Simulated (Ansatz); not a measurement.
**NiH3: before and after**

Computed with DFT PBE, scalar-relativistic, plane waves, PAW (Ansatz 0.2.0). All cells share a 420 eV cutoff and Γ-centred k meshes spaced at most 0.3 Å⁻¹ (0.19 for metals, 2π included).

The start was the ReO3 type (Pm-3m, No. 221), relaxed within its symmetry. A cell of 8 atoms (2 times the primitive one) was then disturbed at random, relaxed without symmetry and relaxed once more on a fine mesh. For metals, differences of a few meV/atom aren't resolved.

Before:

Space group Pm-3m (No. 221). a = 3.121 Å, b = 3.121 Å, c = 3.121 Å, α = 90.00°, β = 90.00°, γ = 90.00°
```json
{"atom": "Ni", "site": "1a", "symmetry": "m-3m", "x": "0.0000", "y": "0.0000", "z": "0.0000"}
{"atom": "H", "site": "3d", "symmetry": "4/mm.m", "x": "0.5000", "y": "0.0000", "z": "0.0000"}
```

After:

Space group Pmmn:1 (No. 59). a = 2.873 Å, b = 4.950 Å, c = 3.256 Å, α = 90.00°, β = 90.00°, γ = 90.00°
```csv
atom,site,symmetry,x,y,z
Ni,2b,mm2,0.0000,0.5000,0.5217
H,2b,mm2,0.0000,0.5000,0.0202
H,4e,m..,0.5000,0.6738,0.6255
```

Question: Is this a distortion of the same structure or a reconstruction, and what lowers the energy?

Answer: A reconstruction, from Pm-3m (No. 221) to Pmmn (No. 59). Each Ni has on average 8 Ni contacts in place of 6, shorter on average (3.12 → 2.96 Å).

Question: What does it gain?

Answer: 66 meV/atom, with the volume going from 7.60 to 5.79 Å³/atom. Against the elements the energy goes from 0.25 to 0.19 eV/atom, so the compound stays hypothetical.

Cost: 4 runs of about 16 core-minutes in all, on Intel Xeon Platinum 8488C (Sapphire Rapids) (shared hosts).